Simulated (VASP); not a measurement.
# Br (Immm) in VASP: a series of runs

The runs below take Br through single point, with r2SCAN.

Program: VASP 6.6.1. These are calculated values, not measurements. Logs are shortened: lines on timing, memory, paths and dates and some standing lists are left out, and cuts for length are marked.

## Step 1: Starting point

Symmetry: Immm, No. 71, orthorhombic system. Conventional cell: a = 2.574 Å, b = 3.440 Å, c = 7.156 Å, α = 90.00°, β = 90.00°, γ = 90.00°. Around Br (site symmetry mmm) lie 2 Br at 2.57 Å.

## Step 2: Single point, r2SCAN

INCAR

```
SYSTEM = Br
PREC = Accurate ; ENCUT = 900
EDIFF = 1E-8 ; ISMEAR = 0
SIGMA = 0.02 ; LREAL = .False.
LASPH = .True. ; NELM = 100
ALGO = Normal ; ISIF = 2
LWAVE = .False. ; LCHARG = .False.
METAGGA = R2SCAN ; LMIXTAU = .True.
NBANDS = 10 ; ADDGRID = .False.
```

KPOINTS

```
regular mesh
0
Gamma
  9 9 9
  0 0 0
```

POSCAR

```
Br
1.0
   -1.2867684050      1.7199972000      3.5779911600
    1.2867684050     -1.7199972000      3.5779911600
    1.2867684050      1.7199972000     -3.5779911600
Br
1
Direct
    0.0000000000      0.0000000000      0.0000000000
```

Potentials or basis: VASP PAW PBE potentials, release 64 (Br).

Started as:

```bash
$ cat potpaw_PBE.64/Br/POTCAR > POTCAR
$ mpirun -np 1 vasp_std > vasp.out
```

OUTCAR:

```text
SYSTEM = Br
   PREC = Accurate
   ENCUT = 900
   EDIFF = 1E-8
   ISMEAR = 0
   LREAL = .False.
   LASPH = .True.
   NELM = 100
   ISIF = 2
   METAGGA = R2SCAN

 ion  position               nearest neighbor table
   1  0.000  0.000  0.000-

  LATTYP: Found a body centered orthorhombic cell.
 ALAT       =     2.5735368100
 B/A-ratio  =     1.3366796957
 C/A-ratio  =     2.7806022794

  Lattice vectors:

 A1 = (  -1.2867684050,   1.7199972000,   3.5779911600)
 A2 = (   1.2867684050,  -1.7199972000,   3.5779911600)
 A3 = (   1.2867684050,   1.7199972000,  -3.5779911600)

Analysis of symmetry for initial positions (statically):
=====================================================================
 Subroutine PRICEL returns:
 Original cell was already a primitive cell.

 Routine SETGRP: Setting up the symmetry group for a
 body centered orthorhombic supercell.

 Subroutine GETGRP returns: Found  8 space group operations
 (whereof  8 operations were pure point group operations)
 out of a pool of  8 trial point group operations.

The static configuration has the point symmetry D_2h.

Analysis of symmetry for dynamics (positions and initial velocities):
=====================================================================
 Subroutine PRICEL returns:
 Original cell was already a primitive cell.

 Routine SETGRP: Setting up the symmetry group for a
 body centered orthorhombic supercell.

 Subroutine GETGRP returns: Found  8 space group operations
 (whereof  8 operations were pure point group operations)
 out of a pool of  8 trial point group operations.

The dynamic configuration has the point symmetry D_2h.

 Subroutine INISYM returns: Found  8 space group operations
 (whereof  8 operations are pure point group operations),
 and found     1 'primitive' translations

----------------------------------------------------------------------------------------

                                     Primitive cell

  volume of cell :      31.6758

  direct lattice vectors                    reciprocal lattice vectors
    -1.286768405  1.719997200  3.577991160     0.000000000  0.290698148  0.139743218
     1.286768405 -1.719997200  3.577991160     0.388570312  0.000000000  0.139743218
     1.286768405  1.719997200 -3.577991160     0.388570312  0.290698148  0.000000000

  length of vectors
     4.173270185  4.173270185  4.173270185     0.322542370  0.412934685  0.485275489

  position of ions in fractional coordinates (direct lattice)
     0.000000000  0.000000000  0.000000000

  ion indices of the primitive-cell ions
   primitive index   ion index
                 1           1

----------------------------------------------------------------------------------------

 KPOINTS: regular mesh

Automatic generation of k-mesh.
 Grid dimensions read from file:
 generate k-points for:    9    9    9

 Generating k-lattice:

  Cartesian coordinates                     Fractional coordinates (reciprocal lattice)
     0.000000000  0.032299794  0.015527024     0.111111111  0.000000000 -0.000000000
     0.043174479  0.000000000  0.015527024     0.000000000  0.111111111 -0.000000000
     0.043174479  0.032299794  0.000000000     0.000000000  0.000000000  0.111111111

  Length of vectors
     0.035838041  0.045881632  0.053919499

  Shift w.r.t. Gamma in fractional coordinates (k-lattice)
     0.000000000  0.000000000  0.000000000

 Subroutine IBZKPT returns following result:
 ===========================================

 Found    125 irreducible k-points:

 Following reciprocal coordinates:
            Coordinates               Weight
  0.000000  0.000000  0.000000      1.000000
  0.111111 -0.000000  0.000000      4.000000
  0.222222 -0.000000  0.000000      4.000000
  0.333333  0.000000  0.000000      4.000000
  0.444444 -0.000000  0.000000      4.000000
 -0.000000  0.111111  0.000000      4.000000
[... 16 lines left out ...]
 -0.111111  0.222222  0.000000      8.000000
  0.000000  0.333333  0.000000      4.000000
 [... further k-points ...]
   k-points           NKPTS =    125   k-points in BZ     NKDIM =    125   number of bands    NBANDS=     10
   number of dos      NEDOS =    301   number of ions     NIONS =      1
   total plane-waves  NPLWV =  74088
   dimension x,y,z NGX =    42 NGY =   42 NGZ =   42
   dimension x,y,z NGXF=    84 NGYF=   84 NGZF=   84
   ions per type =               1
   NGX,Y,Z   is equivalent  to a cutoff of  16.73, 16.73, 16.73 a.u.
   NGXF,Y,Z  is equivalent  to a cutoff of  33.46, 33.46, 33.46 a.u.
 SYSTEM =  Br
   PREC   = accura    normal or accurate (medium, high low for compatibility)
   ISTART =      0    job   : 0-new  1-cont  2-samecut
   ICHARG =      2    charge: 1-file 2-atom 10-const
   ISPIN  =      1    spin polarized calculation?
   LNONCOLLINEAR =      F non collinear calculations
   LSORBIT =      F    spin-orbit coupling
   LASPH  =      T    aspherical Exc in radial PAW
   ENCUT  =  900.0 eV  66.15 Ry    8.13 a.u.  10.21 10.21 10.21*2*pi/ulx,y,z
   NELM   =    100;   NELMIN=  2; NELMDL= -5     # of ELM steps
   EDIFF  = 0.1E-07   stopping-criterion for ELM
   LREAL  =      F    real-space projection
   EDIFFG = 0.1E-06   stopping-criterion for IOM
   NSW    =      0    number of steps for IOM
   IBRION =     -1    ionic relax: 0-MD 1-quasi-New 2-CG
   NFREE  =      0    steps in history (QN), initial steepest desc. (CG)
   ISIF   =      2    stress and relaxation
   ISYM   =      2    0-nonsym 1-usesym 2-fastsym
   POTIM  = 0.5000    time-step for ionic-motion
   TEBEG  =    0.0;   TEEND  =   0.0 temperature during run
   PSTRESS=    0.0 pullay stress
   NELECT =       7.0000    total number of electrons
   NUPDOWN=      -1.0000    fix difference up-down
   EMIN   =  10.00;   EMAX   =-10.00  energy-range for DOS
   EFERMI =   0.00;   METHOD = LEGACY
   ISMEAR =     0;   SIGMA  =   0.02  broadening in eV -4-tet -1-fermi 0-gaus
   EFERMI_NEDOS =   21; number of points for ismear=-14 and -15
   IALGO  =     38    algorithm
   IMIX   =      4    mixing-type and parameters
     AMIX     =   0.40;   BMIX     =  1.00
     AMIX_MAG =   1.60;   BMIX_MAG =  1.00
  volume/ion in A,a.u.               =      31.68       213.76
  Fermi-wavevector in a.u.,A,eV,Ry     =   0.989764  1.870383 13.328717  0.979633
  Thomas-Fermi vector in A             =   2.121386
   LORBIT       =      0    0 simple, 1 ext, 2 COOP (PROOUT), +10 PAW based schemes
   METAGGA = R2SCAN    functional components
   LHFCALC =     F    Hartree Fock is set to
   AEXX    =    0.0000 exact exchange contribution
   IVDW    =     0    specifies the selected vdW correction
   LEPSILON=     F    determine dielectric tensor
   LRPA    =     F    only Hartree local field effects (RPA)
 non-spin polarized calculation
 Gauss-broadening in eV      SIGMA  =   0.02
  energy-cutoff  :      900.00
  volume of cell :       31.68
 maximum number of plane-waves:      1961
 NGX is ok and might be reduce to    42
   NGX = 21   NGY = 21   NGZ = 21

 number of electron       7.0000000 magnetization

 Free energy of the ion-electron system (eV)
  ---------------------------------------------------
  ext. energy  EPLUGINS =         0.00000000
  ---------------------------------------------------
  free energy    TOTEN  =       -13.11128436 eV

  energy without entropy =      -13.11103921  energy(sigma->0) =      -13.11116179

 E-fermi :  -0.3829     XC(G=0):  -8.6389

 val. band max:       -0.3928856578   @ k =   0.2222   0.4444   0.1111
 cond. band min:      -0.3676193299   @ k =   0.2222   0.2222   0.2222
 fundamental gap:      0.0252663279
 Fermi energy:        -0.3828852178

 k-point     1 :       0.0000    0.0000    0.0000
  band No.  band energies     occupation
      1     -16.5014      2.00000
      2      -2.1539      2.00000
      3      -1.3517      2.00000
      4       4.1898      0.00000
      5       5.8323      0.00000
      6       9.8210      0.00000
      7      12.6019      0.00000
      8      13.7712      0.00000
      9      15.1520      0.00000
     10      20.9251      0.00000

 k-point     2 :       0.1111   -0.0000    0.0000
  band No.  band energies     occupation
      1     -16.4476      2.00000
      2      -2.2375      2.00000
      3      -1.7970      2.00000
      4       4.2080      0.00000
      5       6.3584      0.00000
      6      10.2502      0.00000
      7      11.5094      0.00000
      8      13.8134      0.00000
      9      16.9870      0.00000
     10      21.0746      0.00000

 k-point     3 :       0.2222   -0.0000    0.0000
  band No.  band energies     occupation
      1     -16.3065      2.00000
      2      -2.8988      2.00000
      3      -2.2604      2.00000
      4       4.2548      0.00000
      5       7.2701      0.00000
      6      10.0881      0.00000
      7      12.1851      0.00000
      8      13.9289      0.00000
      9      20.1173      0.00000
     10      21.4236      0.00000

 k-point     4 :       0.3333    0.0000    0.0000
  band No.  band energies     occupation
      1     -16.1364      2.00000
      2      -3.8143      2.00000
      3      -2.4095      2.00000
      4       4.3091      0.00000
      5       7.2614      0.00000
      6      10.8682      0.00000
      7      13.9821      0.00000
      8      14.4344      0.00000
      9      19.9205      0.00000
     10      21.1536      0.00000

 k-point     5 :       0.4444   -0.0000    0.0000
  band No.  band energies     occupation
      1     -16.0190      2.00000
      2      -4.3543      2.00000
      3      -2.4899      2.00000
      4       4.3454      0.00000
      5       6.9048      0.00000
      6      12.5984      0.00000
      7      13.9904      0.00000
      8      15.7610      0.00000
      9      18.6773      0.00000
     10      20.7080      0.00000

 k-point     6 :      -0.0000    0.1111    0.0000
  band No.  band energies     occupation
      1     -16.2560      2.00000
      2      -2.0342      2.00000
      3      -1.1665      2.00000
      4       2.3377      0.00000
      5       6.2382      0.00000
      6      10.0321      0.00000
      7      12.9370      0.00000
      8      15.5244      0.00000
      9      16.0005      0.00000
     10      17.2761      0.00000
[... 183 lines left out ...]
 k-point    21 :      -0.3333    0.2222    0.0000
  band No.  band energies     occupation
      1     -15.2363      2.00000
      2      -2.8635      2.00000
      3      -1.5320      2.00000
      4      -0.7276      2.00000
      5       8.7353      0.00000
      6      10.0330      0.00000
      7      13.1846      0.00000
      8      14.3865      0.00000
      9      16.2871      0.00000
     10      20.6419      0.00000

 k-point    22 :      -0.2222    0.2222    0.0000
  band No.  band energies     occupation
      1     -15.3974      2.00000
      2      -1.9690      2.00000
      3      -1.4390      2.00000
      4      -0.8175      2.00000
      5       8.0801      0.00000
      6      10.8053      0.00000
      7      12.7547      0.00000
      8      13.6926      0.00000
      9      15.2193      0.00000
     10      20.7149      0.00000

 k-point    23 :      -0.1111    0.2222    0.0000
  band No.  band energies     occupation
      1     -15.5177      2.00000
      2      -1.5066      2.00000
      3      -1.0471      2.00000
      4      -0.9014      2.00000
      5       7.4114      0.00000
      6      11.2657      0.00000
      7      12.5713      0.00000
      8      13.4207      0.00000
      9      16.1877      0.00000
     10      18.1892      0.00000

 k-point    24 :       0.0000    0.3333    0.0000
  band No.  band energies     occupation
      1     -14.5034      2.00000
      2      -4.0037      2.00000
      3      -1.1529      2.00000
      4       0.0368      0.00000
      5       8.6277      0.00000
      6      10.8372      0.00000
      7      12.3166      0.00000
      8      13.9657      0.00000
      9      15.6786      0.00000
     10      18.1263      0.00000

 [... further k-points ...]

------------------------ aborting loop because EDIFF is reached ----------------------------------------

  FORCE on cell =-STRESS in cart. coord.  units (eV):
  Direction    XX          YY          ZZ          XY          YZ          ZX
  --------------------------------------------------------------------------------------
  -------------------------------------------------------------------------------------
  Total        0.8155995     -0.2814354     -0.0210759      0.0000000      0.0000000      0.0000000
  in kB       41.2534359    -14.2351461     -1.0660309      0.0000000      0.0000000      0.0000000
  external PRESSURE =       8.6507530 kB  Pullay stress =       0.0000000 kB

 VOLUME and BASIS-vectors are now :
 -----------------------------------------------------------------------------
  energy-cutoff  :      900.00
  volume of cell :       31.68
      direct lattice vectors                 reciprocal lattice vectors
    -1.286768405  1.719997200  3.577991160     0.000000000  0.290698148  0.139743218
     1.286768405 -1.719997200  3.577991160     0.388570312  0.000000000  0.139743218
     1.286768405  1.719997200 -3.577991160     0.388570312  0.290698148  0.000000000

 POSITION                                       TOTAL-FORCE (eV/Angst)
 -----------------------------------------------------------------------------------
      0.00000      0.00000      0.00000         0.000000      0.000000     -0.000000
 -----------------------------------------------------------------------------------
    total drift:                               -0.000000      0.000000     -0.000000

  FREE ENERGIE OF THE ION-ELECTRON SYSTEM (eV)
  ---------------------------------------------------
  free  energy   TOTEN  =       -13.1112843646 eV

  energy  without entropy=      -13.1110392055  energy(sigma->0) =      -13.11116179
```

It took 9.6 min on 1 thread of Intel Xeon Platinum 8375C at 2.90GHz (Ice Lake), shared host; peak memory 0.31 GiB.

Results:

```yaml
Free_energy: -13.1113 eV
Pressure: 0.9 GPa
Band_gap_on_the_k_mesh: none (metal or under the smearing width)
```

Stress tensor (GPa, compression positive):
```
 4.13  0.00  0.00
 0.00 -1.42  0.00
 0.00  0.00 -0.11
```

Caveat: the PAW data sets were made with another functional, which shifts forces and pressure a little; an odd number of electrons without spin polarisation forces a metal; a magnetic or distorted state may lie lower.

## Step 3: Single point, r2SCAN

INCAR

```
SYSTEM = Br
PREC = Accurate ; ENCUT = 250
EDIFF = 1E-6 ; ISMEAR = 0
SIGMA = 0.05 ; LREAL = .False.
LASPH = .True. ; NELM = 100
ALGO = Normal ; ISIF = 2
LWAVE = .False. ; LCHARG = .False.
METAGGA = R2SCAN ; LMIXTAU = .True.
NBANDS = 10 ; ADDGRID = .False.
```

KPOINTS

```
regular mesh
0
Gamma
  3 3 3
  0 0 0
```

POSCAR is that of step 2.

Potentials or basis: VASP PAW PBE potentials, release 64 (Br).

Started as:

```bash
$ cat potpaw_PBE.64/Br/POTCAR > POTCAR
$ mpirun -np 1 vasp_std > vasp.out
```

OUTCAR:

```text
SYSTEM = Br
   PREC = Accurate
   ENCUT = 250
   EDIFF = 1E-6
   ISMEAR = 0
   LREAL = .False.
   LASPH = .True.
   NELM = 100
   ISIF = 2
   METAGGA = R2SCAN

 Found      8 irreducible k-points:

 Following reciprocal coordinates:
            Coordinates               Weight
  0.000000  0.000000  0.000000      1.000000
  0.333333  0.000000  0.000000      4.000000
 -0.000000  0.333333  0.000000      4.000000
  0.333333  0.333333 -0.000000      8.000000
 -0.333333  0.333333  0.000000      4.000000
 -0.333333  0.333333  0.333333      2.000000
   k-points           NKPTS =      8   k-points in BZ     NKDIM =      8   number of bands    NBANDS=     10
   number of dos      NEDOS =    301   number of ions     NIONS =      1
   total plane-waves  NPLWV =  13824
   dimension x,y,z NGX =    24 NGY =   24 NGZ =   24
   dimension x,y,z NGXF=    48 NGYF=   48 NGZF=   48
   ions per type =               1
   NGX,Y,Z   is equivalent  to a cutoff of   9.56,  9.56,  9.56 a.u.
   NGXF,Y,Z  is equivalent  to a cutoff of  19.12, 19.12, 19.12 a.u.
 SYSTEM =  Br
   PREC   = accura    normal or accurate (medium, high low for compatibility)
   ISTART =      0    job   : 0-new  1-cont  2-samecut
   ICHARG =      2    charge: 1-file 2-atom 10-const
   ISPIN  =      1    spin polarized calculation?
   LNONCOLLINEAR =      F non collinear calculations
   LSORBIT =      F    spin-orbit coupling
   LASPH  =      T    aspherical Exc in radial PAW
   ENCUT  =  250.0 eV  18.37 Ry    4.29 a.u.   5.38  5.38  5.38*2*pi/ulx,y,z
[... 65 lines left out ...]
      6       9.7606      0.00000
      7      12.6269      0.00000
      8      13.7327      0.00000
      9      15.1624      0.00000
     10      20.9799      0.00000
[... 53 lines left out ...]
 k-point     6 :      -0.3333    0.3333    0.3333
  band No.  band energies     occupation
      1     -14.4315      2.00000
      2      -4.1529      2.00000
      3      -2.1131      2.00000
      4      -0.1844      1.48873
      5      10.1461      0.00000
      6      10.5693      0.00000
      7      14.0790      0.00000
      8      15.5971      0.00000
      9      17.7147      0.00000
     10      18.1738      0.00000

 [... further k-points ...]

------------------------ aborting loop because EDIFF is reached ----------------------------------------

  FORCE on cell =-STRESS in cart. coord.  units (eV):
  Direction    XX          YY          ZZ          XY          YZ          ZX
  --------------------------------------------------------------------------------------
  -------------------------------------------------------------------------------------
  Total       -0.7021963     -0.9891794     -0.0275380      0.0000000      0.0000000      0.0000000
  in kB      -35.5174480    -50.0331972     -1.3928881      0.0000000      0.0000000      0.0000000
  external PRESSURE =     -28.9811778 kB  Pullay stress =       0.0000000 kB

 VOLUME and BASIS-vectors are now :
 -----------------------------------------------------------------------------
  energy-cutoff  :      250.00
  volume of cell :       31.68
      direct lattice vectors                 reciprocal lattice vectors
    -1.286768405  1.719997200  3.577991160     0.000000000  0.290698148  0.139743218
     1.286768405 -1.719997200  3.577991160     0.388570312  0.000000000  0.139743218
     1.286768405  1.719997200 -3.577991160     0.388570312  0.290698148  0.000000000

 POSITION                                       TOTAL-FORCE (eV/Angst)
 -----------------------------------------------------------------------------------
      0.00000      0.00000      0.00000        -0.000000      0.000000      0.000000
 -----------------------------------------------------------------------------------
    total drift:                                0.000000      0.000000      0.000000

  FREE ENERGIE OF THE ION-ELECTRON SYSTEM (eV)
  ---------------------------------------------------
  free  energy   TOTEN  =       -13.6684219941 eV

  energy  without entropy=      -13.6666472838  energy(sigma->0) =      -13.66753464
```

OSZICAR:

```text
N       E                     dE             d eps       ncg     rms          rms(c)
DAV:   1     0.901011998240E+00    0.90101E+00   -0.19014E+03   160   0.301E+02
DAV:   2    -0.148415702840E+02   -0.15743E+02   -0.15515E+02   204   0.782E+01
DAV:   3    -0.153384294824E+02   -0.49686E+00   -0.49664E+00   194   0.134E+01
[... 12 lines left out ...]
DAV:  16    -0.136684244402E+02   -0.16386E-04   -0.11614E-06   168   0.896E-03    0.163E-03
DAV:  17    -0.136684179717E+02    0.64684E-05   -0.16544E-07   176   0.372E-03    0.471E-04
DAV:  18    -0.136684236153E+02   -0.56436E-05   -0.12032E-07   160   0.284E-03    0.490E-04
DAV:  19    -0.136684219372E+02    0.16780E-05   -0.12682E-08    82   0.940E-04    0.137E-04
DAV:  20    -0.136684219941E+02   -0.56855E-07   -0.23597E-09    80   0.358E-04
   1 F= -.13668422E+02 E0= -.13667535E+02  d E =-.177471E-02
```

It took 10 s on 1 thread of Intel Xeon Platinum 8375C at 2.90GHz (Ice Lake), shared host; peak memory 0.13 GiB.

These settings aren't checked as converged: the numbers below hold their error.

What came out:

* Free energy: -13.6684 eV
* Pressure: -2.9 GPa
* Band gap on the k mesh: none (metal or under the smearing width)

Caveat: the k mesh is coarse (spacing up to 1.02 Å⁻¹), so the values aren't converged; the cutoff is under 1.25 times the usual one of these potentials, so pressure, stress and relaxed cells hold a basis-set (Pulay) error; the PAW data sets were made with another functional, which shifts forces and pressure a little; an odd number of electrons without spin polarisation forces a metal; a magnetic or distorted state may lie lower.

## Step 4: The reference run

An earlier run on the cell as given: functional PBE; potentials or basis VASP PAW PBE potentials, release 64 (Br); cutoff 520 eV; k mesh 13 × 13 × 13; occupations fermi-dirac, width 0.05 eV; no spin polarisation.

* Pressure: 1.1 GPa
* Band gap on the k mesh: none (metal or under the smearing width)
